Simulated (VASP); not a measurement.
VASP 6.6.1 run: CaO

INCAR

```
PREC = Accurate
SIGMA = 0.01
METAGGA = SCAN
ISMEAR = 0
ALGO = Normal
NELM = 120
ENCUT = 450
NBANDS = 15
IBRION = -1
EDIFF = 1E-7
LREAL = .FALSE.
LASPH = .TRUE.
LCHARG = .FALSE.
NSW = 0
LWAVE = .FALSE.
ISIF = 2
```

KPOINTS

```
KPOINTS created by Atomic Simulation Environment
0
Gamma
10 10 10
0 0 0
```

POSCAR

```
Ca O
 1.0000000000000000
     0.0000000000000000    2.4694766170000002    2.4694766170000002
     2.4694766170000002    0.0000000000000000    2.4694766170000002
     2.4694766170000002    2.4694766170000002    0.0000000000000000
 Ca  O
   1   1
Cartesian
  0.0000000000000000  0.0000000000000000  0.0000000000000000
  2.4694766169999998  2.4694766169999998  2.4694766169999998
```

The recommended PBE PAW datasets give the neutral cell 16 valence electrons.

Command

```
mpirun -np 1 vasp_std
```

OSZICAR

```
N       E                     dE             d eps       ncg     rms          rms(c)
DAV:   1     0.107478602576E+03    0.10748E+03   -0.76783E+03  1410   0.979E+02
DAV:   2    -0.228310301704E+02   -0.13031E+03   -0.12091E+03  1760   0.280E+02
DAV:   3    -0.278856679530E+02   -0.50546E+01   -0.50209E+01  1767   0.579E+01
DAV:   4    -0.280061935715E+02   -0.12053E+00   -0.12048E+00  1875   0.840E+00
DAV:   5    -0.280077187386E+02   -0.15252E-02   -0.15252E-02  1642   0.872E-01    0.775E+00
DAV:   6    -0.221043655671E+02    0.59034E+01   -0.34518E+00  1903   0.226E+01    0.263E+00
DAV:   7    -0.222871644950E+02   -0.18280E+00   -0.50126E-01  1480   0.479E+00    0.197E+00
DAV:   8    -0.223221297042E+02   -0.34965E-01   -0.18720E-01  1431   0.437E+00    0.151E+00
DAV:   9    -0.222879014043E+02    0.34228E-01   -0.90983E-02  1466   0.286E+00    0.129E-01
DAV:  10    -0.222869417193E+02    0.95968E-03   -0.45168E-03  1508   0.648E-01    0.907E-02
DAV:  11    -0.222870989382E+02   -0.15722E-03   -0.10251E-03  1599   0.258E-01    0.610E-02
DAV:  12    -0.222869949217E+02    0.10402E-03   -0.33238E-04  1522   0.150E-01    0.256E-02
DAV:  13    -0.222869954816E+02   -0.55988E-06   -0.16052E-05  1557   0.485E-02    0.137E-02
DAV:  14    -0.222869954435E+02    0.38061E-07   -0.22153E-06  1746   0.125E-02    0.729E-03
DAV:  15    -0.222870002768E+02   -0.48333E-05   -0.10589E-06  1585   0.761E-03    0.225E-03
DAV:  16    -0.222870031803E+02   -0.29035E-05   -0.19047E-07  1319   0.335E-03    0.356E-04
DAV:  17    -0.222870032928E+02   -0.11251E-06   -0.85153E-09   740   0.807E-04    0.191E-04
DAV:  18    -0.222870031555E+02    0.13733E-06   -0.20128E-09   733   0.361E-04    0.683E-05
DAV:  19    -0.222870031800E+02   -0.24482E-07   -0.82918E-10   733   0.222E-04
   1 F= -.22287003E+02 E0= -.22287003E+02  d E =-.391747E-21
```

Standard output (part)

```
POSCAR found type information on POSCAR CaO
 POSCAR found :  2 types and       2 ions
 LDA part: xc-table for (None), standard interpolation
 POSCAR, INCAR and KPOINTS ok, starting setup
 WAVECAR not read
 entering main loop
```

From OUTCAR

```
k-points           NKPTS =     47   k-points in BZ     NKDIM =     47   number of bands    NBANDS=     15

   NELECT =      16.0000    total number of electrons

   dimension x,y,z NGX =    24 NGY =   24 NGZ =   24
   dimension x,y,z NGXF=    48 NGYF=   48 NGZF=   48

  energy-cutoff  :      450.00
  volume of cell :       30.12
      direct lattice vectors                 reciprocal lattice vectors
     0.000000000  2.469476617  2.469476617    -0.202472053  0.202472053  0.202472053
     2.469476617  0.000000000  2.469476617     0.202472053 -0.202472053  0.202472053
     2.469476617  2.469476617  0.000000000     0.202472053  0.202472053 -0.202472053

 k-points in reciprocal lattice and weights: KPOINTS created by Atomic Simulation Env
   0.00000000  0.00000000  0.00000000       0.001
   0.10000000  0.00000000  0.00000000       0.008
   0.20000000  0.00000000  0.00000000       0.008
   0.30000000  0.00000000  0.00000000       0.008
   0.40000000  0.00000000  0.00000000       0.008
   0.50000000  0.00000000  0.00000000       0.004
   0.10000000  0.10000000  0.00000000       0.006
   0.20000000  0.10000000  0.00000000       0.024
   ...

 E-fermi :   1.6332

 k-point     1 :       0.0000    0.0000    0.0000
  band No.  band energies     occupation
      1     -37.9535      2.00000
      2     -17.8585      2.00000
      3     -17.8585      2.00000
      4     -17.8584      2.00000
      5     -14.8307      2.00000
      6       1.5712      2.00000
      7       1.5713      2.00000
      8       1.5713      2.00000
      9       6.3116      0.00000
     10       8.1851      0.00000
     11       8.1851      0.00000
     12       8.1851      0.00000
     13       9.6591      0.00000
     14       9.6591      0.00000
     15      16.7173      0.00000

 k-point     2 :       0.1000    0.0000    0.0000
  band No.  band energies     occupation
      1     -37.9469      2.00000
      2     -17.9602      2.00000
      3     -17.8624      2.00000
      4     -17.8624      2.00000
      5     -14.7214      2.00000
      6       1.2421      2.00000
      7       1.4544      2.00000
      8       1.4545      2.00000
      9       6.7532      0.00000
     10       8.1441      0.00000
     11       8.3432      0.00000
     12       8.3432      0.00000
     13       9.8702      0.00000
     14       9.8702      0.00000
     15      17.0759      0.00000

 k-point     3 :       0.2000    0.0000    0.0000
  band No.  band energies     occupation
      1     -37.9298      2.00000
      2     -18.1993      2.00000
      3     -17.8728      2.00000
      4     -17.8727      2.00000
      5     -14.4621      2.00000
      6       0.5357      2.00000
      7       1.1699      2.00000
      8       1.1700      2.00000
      9       7.7605      0.00000
     10       8.1559      0.00000
     11       8.7795      0.00000
     12       8.7795      0.00000
     13      10.4229      0.00000
     14      10.4229      0.00000
     15      17.5506      0.00000

 ...

  Total       -1.6680506     -1.6680506     -1.6680506     -0.0000000      0.0000000      0.0000000
  in kB      -88.7309348    -88.7309348    -88.7309348     -0.0000000      0.0000000      0.0000000
  external PRESSURE =     -88.7309348 kB  Pullay stress =       0.0000000 kB

 POSITION                                       TOTAL-FORCE (eV/Angst)
 -----------------------------------------------------------------------------------
      0.00000      0.00000      0.00000         0.000000      0.000000      0.000000
      2.46948      2.46948      2.46948        -0.000000      0.000000     -0.000000
 -----------------------------------------------------------------------------------
    total drift:                                0.000000     -0.000000      0.000000

  FREE ENERGIE OF THE ION-ELECTRON SYSTEM (eV)
  ---------------------------------------------------
  free  energy   TOTEN  =       -22.2870031800 eV

  energy  without entropy=      -22.2870031800  energy(sigma->0) =      -22.28700318
```

It converged. Results: gap between bands v and c on the k mesh 4.16 eV; least direct gap on the k mesh 4.55 eV; pressure -8.9 GPa. Band v is the last that the valence electrons fill when counted band by band, and c is the next.

For comparison, a separate r²SCAN run of the intended cell, on usual settings and not on those above, gives a gap of 4.19 eV on its mesh and a pressure of -7.8 GPa.

The run above took about 41 s on one core of a shared host (Intel Xeon Platinum 8488C) and held 0.15 GiB at most.
